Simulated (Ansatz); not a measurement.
Runs of Ansatz 0.2.0 on Co. The structure is hexagonal, space group P6_3/mmc (No. 194). The conventional cell has a = 2.471 Å, b = 2.471 Å, c = 8.088 Å, α = 90.00°, β = 90.00°, γ = 120.00°. Co (site symmetry -6m2) has 12 Co at 2.47 Å as nearest neighbours. Co (site symmetry -3m) is surrounded by 12 Co at 2.47 Å. 

| cell | target pressure (GPa) | gap on the mesh (eV) | pressure (GPa) | moment (μB) |
| --- | --- | --- | --- | --- |
| relaxed to 20 GPa | 20 | none | 20.0 | (b) |
| relaxed to 5 GPa | 5 | none | 5.0 | 6.60 |
| relaxed | 0 | none | 0.0 | 6.67 |
| relaxed to 30 GPa | 30 | none | 30.0 | 6.14 |
| relaxed to 2 GPa | 2 | none | 2.0 | (a) |
| relaxed to 10 GPa | 10 | none | 10.0 | 6.52 |

Alike in all rows: task relaxation of cell and atoms; level PBE; potentials or basis Ansatz PAW; spin collinear, ferromagnetic start; k mesh 12 × 12 × 4; cutoff (eV) 420; smearing fermi-dirac 0.05 eV.

**Question.** Fill in the values left out.

**Answer.** (a) 6.65; (b) 6.31.

Caveats: the plane-wave basis is chosen anew once the cell has moved, so the energies of steps on either side of that aren't comparable.

A gap of «none» marks a metal or a gap under the smearing width.
